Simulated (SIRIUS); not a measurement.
A run of SIRIUS 7.12.0 is set up as follows.

File sirius.json:

```json
{
  "control": {
    "processing_unit": "cpu",
    "std_evp_solver_name": "lapack",
    "gen_evp_solver_name": "lapack",
    "verbosity": 2,
    "print_forces": true,
    "ortho_rf": true,
    "use_second_variation": true,
    "rmt_max": 3.0,
    "num_bands_to_print": 24,
    "save_wf": true
  },
  "parameters": {
    "electronic_structure_method": "full_potential_lapwlo",
    "xc_functionals": ["XC_GGA_X_PBE", "XC_GGA_C_PBE"],
    "core_relativity": "dirac",
    "valence_relativity": "koelling_harmon",
    "num_fv_states": 32,
    "smearing": "fermi_dirac",
    "smearing_width": 0.0018374661,
    "pw_cutoff": 20,
    "gk_cutoff": 3.84,
    "lmax_apw": 10,
    "lmax_rho": 8,
    "lmax_pot": 8,
    "num_mag_dims": 1,
    "auto_rmt": 0,
    "ngridk": [12, 12, 7],
    "shiftk": [0, 0, 0],
    "num_dft_iter": 80,
    "energy_tol": 1e-07,
    "density_tol": 1e-05,
    "use_symmetry": true
  },
  "settings": {"tol_ne": 1e-10},
  "iterative_solver": {"type": "exact"},
  "mixer": {"type": "anderson", "beta": 0.4, "max_history": 8},
  "unit_cell": {
    "lattice_vectors": [[4.6714027971, 0.0, 0.0], [-2.3357013986, 4.0455534936, 0.0], [0.0, 0.0, 7.5988610189]],
    "atom_types": ["Co"],
    "atom_files": {"Co": "Co.json"},
    "atoms": {
      "Co": [[0.6666666667, 0.3333333333, 0.75, 0.0, 0.0, 2.0], [0.3333333333, 0.6666666667, 0.25, 0.0, 0.0, 2.0]]
    }
  }
}
```

The input Co.json:

```json
{
  "name": "cobalt",
  "symbol": "Co",
  "number": 27,
  "mass": 58.933195,
  "rmin": 1e-06,
  "rmt": 2.29,
  "nrmt": 800,
  "rinf": 15.25,
  "core": "1s2s2p",
  "valence": [
    {"basis": [{"enu": 0.12, "dme": 0, "n": 0, "auto": 0}, {"enu": 0.12, "dme": 1, "n": 0, "auto": 0}]},
    {"l": 0, "n": 1, "basis": [{"enu": 0.22, "dme": 0, "n": 0, "auto": 0}]},
    {"l": 1, "n": 2, "basis": [{"enu": 0.22, "dme": 0, "n": 0, "auto": 0}]},
    {"l": 2, "n": 3, "basis": [{"enu": 0.2182, "dme": 0, "n": 0, "auto": 0}]},
    {"l": 3, "n": 4, "basis": [{"enu": 0.22, "dme": 0, "n": 0, "auto": 0}]}
  ],
  "lo": [
    {"l": 0, "basis": [{"enu": 0.22, "dme": 0, "n": 0, "auto": 0}, {"enu": 0.22, "dme": 1, "n": 0, "auto": 0}]},
    {
      "l": 0,
      "basis": [{"enu": -3.3075, "dme": 0, "n": 3, "auto": 1}, {"enu": -3.3075, "dme": 1, "n": 3, "auto": 1}]
    },
    {
      "l": 0,
      "basis": [{"enu": -3.3075, "dme": 1, "n": 3, "auto": 1}, {"enu": 0.22, "dme": 0, "n": 0, "auto": 0}]
    },
    {"l": 0, "basis": [{"enu": 0.22, "dme": 0, "n": 0, "auto": 0}, {"enu": 3.271, "dme": 0, "n": 0, "auto": 0}]},
    {"l": 1, "basis": [{"enu": 0.22, "dme": 0, "n": 0, "auto": 0}, {"enu": 0.22, "dme": 1, "n": 0, "auto": 0}]},
    {
      "l": 1,
      "basis": [{"enu": -1.9771, "dme": 0, "n": 3, "auto": 1}, {"enu": -1.9771, "dme": 1, "n": 3, "auto": 1}]
    },
    {
      "l": 1,
      "basis": [{"enu": -1.9771, "dme": 1, "n": 3, "auto": 1}, {"enu": 0.22, "dme": 0, "n": 0, "auto": 0}]
    },
    {"l": 1, "basis": [{"enu": 0.22, "dme": 0, "n": 0, "auto": 0}, {"enu": 3.7287, "dme": 0, "n": 0, "auto": 0}]},
    {
      "l": 2,
      "basis": [{"enu": 0.2182, "dme": 0, "n": 0, "auto": 0}, {"enu": 0.2182, "dme": 1, "n": 0, "auto": 0}]
    },
    {
      "l": 2,
      "basis": [{"enu": 0.2182, "dme": 1, "n": 0, "auto": 0}, {"enu": 0.2182, "dme": 2, "n": 0, "auto": 0}]
    },
    {
      "l": 2,
      "basis": [{"enu": 0.2182, "dme": 0, "n": 0, "auto": 0}, {"enu": 3.1929, "dme": 0, "n": 0, "auto": 0}]
    },
    {"l": 3, "basis": [{"enu": 0.22, "dme": 0, "n": 0, "auto": 0}, {"enu": 0.22, "dme": 1, "n": 0, "auto": 0}]},
    {"l": 3, "basis": [{"enu": 0.22, "dme": 0, "n": 0, "auto": 0}, {"enu": 3.538, "dme": 0, "n": 0, "auto": 0}]}
  ],
  "free_atom": [... radial grid and density of the free atom, the start of the SCF ...]
}
```

The input sirius_start.json:

```json
{
  "control": {
    "processing_unit": "cpu",
    "std_evp_solver_name": "lapack",
    "gen_evp_solver_name": "lapack",
    "verbosity": 1,
    "print_forces": false,
    "ortho_rf": true,
    "use_second_variation": true,
    "rmt_max": 3.0,
    "num_bands_to_print": 24,
    "save_wf": false
  },
  "parameters": {
    "electronic_structure_method": "full_potential_lapwlo",
    "xc_functionals": ["XC_LDA_X", "XC_LDA_C_PW"],
    "core_relativity": "dirac",
    "valence_relativity": "koelling_harmon",
    "num_fv_states": 32,
    "smearing": "fermi_dirac",
    "smearing_width": 0.0055123983,
    "pw_cutoff": 20,
    "gk_cutoff": 3.07,
    "lmax_apw": 10,
    "lmax_rho": 8,
    "lmax_pot": 8,
    "num_mag_dims": 1,
    "auto_rmt": 0,
    "ngridk": [5, 5, 3],
    "shiftk": [0, 0, 0],
    "num_dft_iter": 30,
    "energy_tol": 0.01,
    "density_tol": 0.05,
    "use_symmetry": true
  },
  "settings": {"tol_ne": 1e-10},
  "iterative_solver": {"type": "exact"},
  "mixer": {"type": "anderson", "beta": 0.4, "max_history": 8},
  "unit_cell": {
    "lattice_vectors": [[4.6714027971, 0.0, 0.0], [-2.3357013986, 4.0455534936, 0.0], [0.0, 0.0, 7.5988610189]],
    "atom_types": ["Co"],
    "atom_files": {"Co": "Co.json"},
    "atoms": {
      "Co": [[0.6666666667, 0.3333333333, 0.75, 0.0, 0.0, 2.0], [0.3333333333, 0.6666666667, 0.25, 0.0, 0.0, 2.0]]
    }
  }
}
```

sirius_bands.json

```json
{
  "control": {
    "processing_unit": "cpu",
    "std_evp_solver_name": "lapack",
    "gen_evp_solver_name": "lapack",
    "verbosity": 2,
    "print_forces": true,
    "ortho_rf": true,
    "use_second_variation": true,
    "rmt_max": 3.0,
    "num_bands_to_print": 24,
    "save_wf": true
  },
  "parameters": {
    "electronic_structure_method": "full_potential_lapwlo",
    "xc_functionals": ["XC_GGA_X_PBE", "XC_GGA_C_PBE"],
    "core_relativity": "dirac",
    "valence_relativity": "koelling_harmon",
    "num_fv_states": 32,
    "smearing": "fermi_dirac",
    "smearing_width": 0.0018374661,
    "pw_cutoff": 20,
    "gk_cutoff": 3.84,
    "lmax_apw": 10,
    "lmax_rho": 8,
    "lmax_pot": 8,
    "num_mag_dims": 1,
    "auto_rmt": 0,
    "ngridk": [12, 12, 7],
    "shiftk": [0, 0, 0],
    "num_dft_iter": 80,
    "energy_tol": 1e-07,
    "density_tol": 1e-05,
    "use_symmetry": true
  },
  "settings": {"tol_ne": 1e-10},
  "iterative_solver": {"type": "exact"},
  "mixer": {"type": "anderson", "beta": 0.4, "max_history": 8},
  "unit_cell": {
    "lattice_vectors": [[4.6714027971, 0.0, 0.0], [-2.3357013986, 4.0455534936, 0.0], [0.0, 0.0, 7.5988610189]],
    "atom_types": ["Co"],
    "atom_files": {"Co": "Co.json"},
    "atoms": {
      "Co": [[0.6666666667, 0.3333333333, 0.75, 0.0, 0.0, 2.0], [0.3333333333, 0.6666666667, 0.25, 0.0, 0.0, 2.0]]
    }
  },
  "kpoints_rel": {
    "G": [0.0, 0.0, 0.0],
    "A": [0.0, 0.0, 0.5],
    "H": [0.3333333333, 0.3333333333, 0.5],
    "K": [0.3333333333, 0.3333333333, 0.0],
    "L": [0.5, 0.0, 0.5],
    "M": [0.5, 0.0, 0.0]
  },
  "kpoints_path": ["G", "M", "K", "G", "A", "L", "H", "A"]
}
```

Potentials or basis: all-electron FP-LAPW (Koelling-Harmon valence), apw+lo standard.

The run is started by

```bash
$ OMP_NUM_THREADS=1 sirius.scf --input=sirius_start.json --output=start.json
$ OMP_NUM_THREADS=1 sirius.scf --input=sirius.json --output=output.json --task=1
$ OMP_NUM_THREADS=1 sirius.scf --input=sirius_bands.json --output=bands_out.json --task=2
```

Predict the band gap along the path.

none (metal or under the smearing width).

Estimate the net moment.

3.19 μB per cell.

Levels at the corners of the path, in eV from the Fermi level:
Spin up:
| point | band 15 | band 16 | band 17 | band 18 | band 19 | band 20 | band 21 | band 22 | band 23 | band 24 |
| --- | --- | --- | --- | --- | --- | --- | --- | --- | --- | --- |
| Γ | -2.28 | -1.89 | -1.89 | -0.77 | -0.77 | -0.25 | 6.41 | 21.99 | 24.85 | 24.85 |
| M | -2.20 | -0.61 | -0.55 | -0.46 | 1.35 | 3.40 | 9.72 | 10.38 | 12.80 | 14.08 |
| K | -1.93 | -0.88 | -0.88 | -0.78 | 4.57 | 5.41 | 5.41 | 12.43 | 13.18 | 13.18 |
| Γ | -2.28 | -1.89 | -1.89 | -0.77 | -0.77 | -0.25 | 6.41 | 21.99 | 24.85 | 24.85 |
| A | -2.66 | -2.66 | -1.09 | -1.09 | -1.09 | -1.09 | 14.98 | 14.98 | 22.71 | 22.71 |
| L | -1.04 | -1.04 | -0.52 | -0.52 | 1.56 | 1.56 | 7.41 | 7.41 | 18.53 | 18.53 |
| H | -1.89 | -1.89 | -0.71 | -0.71 | 5.79 | 5.79 | 7.41 | 7.41 | 9.71 | 9.71 |
| A | -2.66 | -2.66 | -1.09 | -1.09 | -1.09 | -1.09 | 14.98 | 14.98 | 22.71 | 22.71 |
Spin down:
```
point  band 12  band 13  band 14  band 15  band 16  band 17  band 18  band 19  band 20  band 21
    Γ    -0.99    -0.99    -0.62    -0.62    -0.27    -0.15    -0.15     1.08     1.08     7.44
    M    -1.90    -1.13    -1.09    -0.66     1.24     1.34     1.41     2.60     4.39    10.19
    K    -2.74    -1.42    -1.42    -0.35     0.92     0.92     1.08     5.37     6.20     6.20
    Γ    -0.99    -0.99    -0.62    -0.62    -0.27    -0.15    -0.15     1.08     1.08     7.44
    A    -1.62    -1.05    -1.05    -1.05    -1.05     0.73     0.73     0.73     0.73    15.44
    L    -2.47    -0.05    -0.05     0.24     0.24     1.34     1.34     2.24     2.24     8.34
    H    -2.60    -1.80    -1.80    -0.20    -0.20     1.11     1.11     6.46     6.46     8.15
    A    -1.62    -1.05    -1.05    -1.05    -1.05     0.73     0.73     0.73     0.73    15.44
```
